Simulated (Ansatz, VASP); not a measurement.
## One calculation of Hf, two programs

```xyz
1
Lattice="0.0000 2.2347 2.2347 2.2347 0.0000 2.2347 2.2347 2.2347 0.0000" Properties=species:S:1:pos:R:3 pbc="T T T"
Hf    0.0000    0.0000    0.0000
```

Change from the starting cell: volume scaled by 1.02.

Alike in both runs: task single point; functional PBEsol; k mesh 10 × 10 × 10; occupations fermi-dirac, width 0.05 eV; no spin polarisation.

|  | VASP | Ansatz |
| --- | --- | --- |
| version | VASP 6.6.1 | Ansatz 0.2.0 |
| potentials or method | VASP PAW PBE potentials, release 64 (Hf_pv) | Ansatz PAW |
| plane-wave cutoff (eV) | 520 | 420 |
| valence electrons in the cell | 10 | 26 |

|  | VASP | Ansatz | Ansatz less VASP |
| --- | --- | --- | --- |
| gap on the k mesh at the Fermi level (eV) | none | none | - |
| pressure (GPa) | -4.1 | -3.7 | +0.39 |

A gap of «none» marks a metal or a gap that the smearing closes. The two sets of potentials don't hold the same shells in valence.

Caveats: the PAW data sets were made with another functional, which shifts forces and pressure a little (VASP); the PAW data sets come from PBE, with cores solved anew for the run's functional, which leaves a small shift of forces and pressure (Ansatz). Spin-orbit coupling is left out, which matters for the levels of Hf.
